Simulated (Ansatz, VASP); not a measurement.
# CaO: VASP beside Ansatz

```
CELL_PARAMETERS angstrom
0.00000 2.37199 2.37199
2.37199 0.00000 2.37199
2.37199 2.37199 0.00000
ATOMIC_POSITIONS crystal
Ca 0.00000 0.00000 0.00000
O 0.50000 0.50000 0.50000
```

Alike in both runs: functional r2SCAN; k mesh 8 × 8 × 8; no spin polarisation.

Ansatz relaxed the structure, and its values are those at the end. VASP's run is a single point on that final structure, the one shown.

|  | VASP | Ansatz |
| --- | --- | --- |
| version | VASP 6.6.1 | Ansatz 0.2.0 |
| potentials or method | VASP PAW PBE potentials, release 64 (Ca_sv, O) | PAW with Ansatz's default frozen-core files, scalar-relativistic |
| plane-wave cutoff (eV) | 520 | 500 |
| occupations | gaussian, width 0.01 eV | fixed |
| valence electrons in the cell | 16 | 16 |

|  | VASP | Ansatz | Ansatz less VASP |
| --- | --- | --- | --- |
| gap on the k mesh at the Fermi level (eV) | 4.17 | 4.19 | +0.014 |
| pressure (GPa) | 5.2 | 4.0 | -1.23 |

Caveats: the PAW data sets were made with another functional, which shifts forces and pressure a little (VASP). A k mesh can miss the band edges.
